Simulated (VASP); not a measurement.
# InAs (soc) (F-43m) in VASP: single point with PBEsol

Aim: the single point of InAs (soc) with PBEsol.

All numbers are computed with VASP 6.6.1; they aren't measurements. Logs are shortened: lines on timing, memory, paths and dates and some standing lists are left out, and cuts for length are marked.

## (1) Starting point

Symmetry: F-43m, No. 216, cubic system. Conventional cell: a = 6.087 Å, b = 6.087 Å, c = 6.087 Å, α = 90.00°, β = 90.00°, γ = 90.00°. In (site symmetry -43m) has 4 As at 2.64 Å as nearest neighbours. As (site symmetry -43m) has 4 In at 2.64 Å as nearest neighbours.

## (2) Single point, PBEsol, non-collinear spin, zero start, spin-orbit coupling

The input, INCAR:

```
PREC = Accurate
ENCUT = 520
EDIFF = 1E-7
ISMEAR = 0
SIGMA = 0.1
LREAL = False
LASPH = True
NELM = 150
ALGO = Normal
ISIF = 2
LWAVE = False
LCHARG = False
MAGMOM = 0 0 0 0 0 0
LORBIT = 11
LSORBIT = True
GGA_COMPAT = False
LORBMOM = True
GGA = PS
NBANDS = 30
```

The input, KPOINTS:

```
Automatic mesh
0
Gamma
  12 12 12
```

The input, POSCAR:

```
InAs
1.0
    0.0000000000      3.0434992197      3.0434992197
    3.0434992197      0.0000000000      3.0434992197
    3.0434992197      3.0434992197      0.0000000000
In As
1 1
Direct
    0.0000000000      0.0000000000      0.0000000000
    0.2500000000      0.2500000000      0.2500000000
```

Potentials or basis: VASP PAW PBE potentials, release 64 (In_d, As).

Command:

```bash
$ cat potpaw_PBE.64/In_d/POTCAR potpaw_PBE.64/As/POTCAR > POTCAR
$ mpirun -np 1 vasp_ncl > vasp.out
```

OUTCAR:

```text
PREC = Accurate
   ENCUT = 520
   EDIFF = 1E-7
   ISMEAR = 0
   LREAL = False
   LASPH = True
   NELM = 150
   ISIF = 2
   LORBIT = 11
   LSORBIT = True
   GGA = PS

 ion  position               nearest neighbor table
   1  0.000  0.000  0.000-   2 2.64   2 2.64   2 2.64   2 2.64
   2  0.250  0.250  0.250-   1 2.64   1 2.64   1 2.64   1 2.64

  LATTYP: Found a face centered cubic cell.
 ALAT       =     6.0869984394

  Lattice vectors:

 A1 = (   0.0000000000,   3.0434992197,   3.0434992197)
 A2 = (   3.0434992197,   0.0000000000,   3.0434992197)
 A3 = (   3.0434992197,   3.0434992197,   0.0000000000)

Analysis of symmetry for initial positions (statically):
=====================================================================
 Subroutine PRICEL returns:
 Original cell was already a primitive cell.

 Routine SETGRP: Setting up the symmetry group for a
 face centered cubic supercell.

 Subroutine GETGRP returns: Found 24 space group operations
 (whereof 24 operations were pure point group operations)
 out of a pool of 48 trial point group operations.

The static configuration has the point symmetry T_d .

Analysis of symmetry for dynamics (positions and initial velocities):
=====================================================================
 Subroutine PRICEL returns:
 Original cell was already a primitive cell.

 Routine SETGRP: Setting up the symmetry group for a
 face centered cubic supercell.

 Subroutine GETGRP returns: Found 24 space group operations
 (whereof 24 operations were pure point group operations)
 out of a pool of 48 trial point group operations.

The dynamic configuration has the point symmetry T_d .

Analysis of structural, dynamic, and magnetic symmetry:
=====================================================================
 Subroutine PRICEL returns:
 Original cell was already a primitive cell.

 Routine SETGRP: Setting up the symmetry group for a
 face centered cubic supercell.

 Subroutine GETGRP returns: Found 24 space group operations
 (whereof 24 operations were pure point group operations)
 out of a pool of 48 trial point group operations.

The overall configuration has the point symmetry T_d .

 Subroutine INISYM returns: Found 24 space group operations
 (whereof 24 operations are pure point group operations),
 and found     1 'primitive' translations
[... 967 lines left out ...]
      0.00000      0.00000      0.00000         0.000000      0.000000      0.000000
      1.52175      1.52175      1.52175        -0.000000     -0.000000     -0.000000
 -----------------------------------------------------------------------------------
    total drift:                                0.000000      0.000000      0.000000

  FREE ENERGIE OF THE ION-ELECTRON SYSTEM (eV)
  ---------------------------------------------------
  free  energy   TOTEN  =        -8.5400998568 eV

  energy  without entropy=       -8.5399785271  energy(sigma->0) =       -8.54003919

 orbital moment (x)

 # of ion     p       d       tot
 ----------------------------------------
  1         0.000  -0.000  -0.000
  2        -0.000  -0.000  -0.000
 ----------------------------------------
            0.000  -0.000  -0.000

 orbital moment (y)

 # of ion     p       d       tot
 ----------------------------------------
  1        -0.000   0.000   0.000
  2        -0.000  -0.000  -0.000
 ----------------------------------------
           -0.000   0.000  -0.000

 orbital moment (z)

 # of ion     p       d       tot
 ----------------------------------------
  1         0.000  -0.000  -0.000
  2         0.000  -0.000   0.000
 ----------------------------------------
            0.000  -0.000   0.000

 Spin-Orbit-Coupling matrix elements

 Ion:    1  E_soc:     -0.0729439
 l=   1
     0.0000000    -0.0056961    -0.0056961
    -0.0056961     0.0000000    -0.0056961
    -0.0056961    -0.0056961     0.0000000
 l=   2
     0.0000000    -0.0013029     0.0000000    -0.0013029    -0.0051583
    -0.0013029     0.0000000    -0.0038687    -0.0013029    -0.0012896
     0.0000000    -0.0038687     0.0000000    -0.0038687     0.0000000
    -0.0013029    -0.0013029    -0.0038687     0.0000000    -0.0012896
    -0.0051583    -0.0012896     0.0000000    -0.0012896     0.0000000
 l=   3
     0.0000000     0.0000000     0.0000000     0.0000000     0.0000000     0.0000000     0.0000000
     0.0000000     0.0000000     0.0000000     0.0000000     0.0000000     0.0000000     0.0000000
     0.0000000     0.0000000     0.0000000     0.0000000     0.0000000     0.0000000     0.0000000
     0.0000000     0.0000000     0.0000000     0.0000000     0.0000000     0.0000000     0.0000000
     0.0000000     0.0000000     0.0000000     0.0000000     0.0000000     0.0000000     0.0000000
     0.0000000     0.0000000     0.0000000     0.0000000     0.0000000     0.0000000     0.0000000
     0.0000000     0.0000000     0.0000000     0.0000000     0.0000000     0.0000000     0.0000000

 Ion:    2  E_soc:     -0.0265374
 l=   1
     0.0000000    -0.0044210    -0.0044210
    -0.0044210     0.0000000    -0.0044210
    -0.0044210    -0.0044210     0.0000000
 l=   2
     0.0000000    -0.0000008     0.0000000    -0.0000008    -0.0000011
    -0.0000008     0.0000000    -0.0000009    -0.0000008    -0.0000003
     0.0000000    -0.0000009     0.0000000    -0.0000009     0.0000000
    -0.0000008    -0.0000008    -0.0000009     0.0000000    -0.0000003
    -0.0000011    -0.0000003     0.0000000    -0.0000003     0.0000000
 l=   3
     0.0000000     0.0000000     0.0000000     0.0000000     0.0000000     0.0000000     0.0000000
     0.0000000     0.0000000     0.0000000     0.0000000     0.0000000     0.0000000     0.0000000
     0.0000000     0.0000000     0.0000000     0.0000000     0.0000000     0.0000000     0.0000000
     0.0000000     0.0000000     0.0000000     0.0000000     0.0000000     0.0000000     0.0000000
     0.0000000     0.0000000     0.0000000     0.0000000     0.0000000     0.0000000     0.0000000
     0.0000000     0.0000000     0.0000000     0.0000000     0.0000000     0.0000000     0.0000000
     0.0000000     0.0000000     0.0000000     0.0000000     0.0000000     0.0000000     0.0000000

 total charge

# of ion       s       p       d       tot
------------------------------------------
    1        0.849   0.720   9.886  11.455
    2        1.225   1.547   0.021   2.793
--------------------------------------------------
tot          2.074   2.267   9.908  14.249

 magnetization (x)

# of ion       s       p       d       tot
------------------------------------------
    1        0.000  -0.000   0.000   0.000
    2        0.000   0.000  -0.000   0.000
--------------------------------------------------
tot          0.000   0.000   0.000   0.000

 magnetization (y)

# of ion       s       p       d       tot
------------------------------------------
    1        0.000   0.000   0.000   0.000
    2        0.000   0.000   0.000   0.000
--------------------------------------------------
tot          0.000   0.000   0.000   0.000

 magnetization (z)

# of ion       s       p       d       tot
------------------------------------------
    1       -0.000  -0.000   0.000  -0.000
    2       -0.000   0.000  -0.000  -0.000
--------------------------------------------------
tot         -0.000  -0.000   0.000  -0.000
```

Wall time 2.9 min (1 thread of Intel Xeon 6975P-C (Granite Rapids), shared host); peak memory 0.48 GiB.

What came out:

| Property | Result |
| --- | --- |
| Free energy | -8.5401 eV |
| Pressure | 0.1 GPa |
| Net moment | 0.00 μB per cell |
| Valence electrons inside the program's atomic spheres | In 11.46; As 2.79 |

Moments on the atoms (μB; x, y, z):
```
In  0.00 0.00 0.00
As  0.00 0.00 0.00
```

Caveat: the PAW data sets were made with another functional, which shifts forces and pressure a little.
